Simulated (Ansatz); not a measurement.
Crystal: MgSe.

```
Se Mg
1.0
     0.00000    2.72550    2.72550
     2.72550    0.00000    2.72550
     2.72550    2.72550    0.00000
Se Mg
1 1
Direct
  0.50000 0.50000 0.50000
  0.00000 0.00000 0.00000
```

Base run:

* Program: Ansatz 0.2.0
* Functional: PBE
* Potentials or basis: Ansatz PAW
* Cutoff: 420 eV (not typed: the program's choice for these potentials)
* k mesh: 8 × 8 × 8
* Occupations: fermi-dirac, width 0.05 eV
* Spin: no spin polarisation

Its results: band gap on the k mesh 1.82 eV, indirect (least direct gap 2.61 eV); pressure 2.0 GPa.

**Question.** The run is repeated on the same cell with these changes: functional from PBE to LDA. What comes out?

**Answer.** Band gap on the k mesh 1.66 eV, indirect (least direct gap 2.38 eV); pressure -2.1 GPa.

LDA binds more tightly than PBE, so the same cell stands under less pressure.

Caveats: the PAW data sets come from PBE, with cores solved anew for the run's functional, which leaves a small shift of forces and pressure (some runs).
